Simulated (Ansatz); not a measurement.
Computed with DFT, PBE, plane waves (420 eV) with PAW, scalar-relativistic in Ansatz 0.2.0.

An element in the fcc structure gives this curve. The cell is scaled uniformly from the relaxed one, with fractional coordinates and shape fixed. Energies are extrapolated to zero smearing, pressures are those at the given smearing. Magnetic state: spin not included.

```csv
V (Å³/atom),E − E₀ (meV/atom),P (GPa)
24.157,58.0,6.44
25.255,23.5,3.77
26.353,5.4,1.69
27.451,0.0,0.06
28.549,4.5,-1.21
29.647,16.7,-2.19
30.745,34.9,-2.95
```

Q: Which element is it?
A. indium
B. thallium
C. yttrium
D. scandium

A: A. Its fit is V₀ = 27.46 Å³/atom, B₀ = 36 GPa, B₀′ = 5.3.
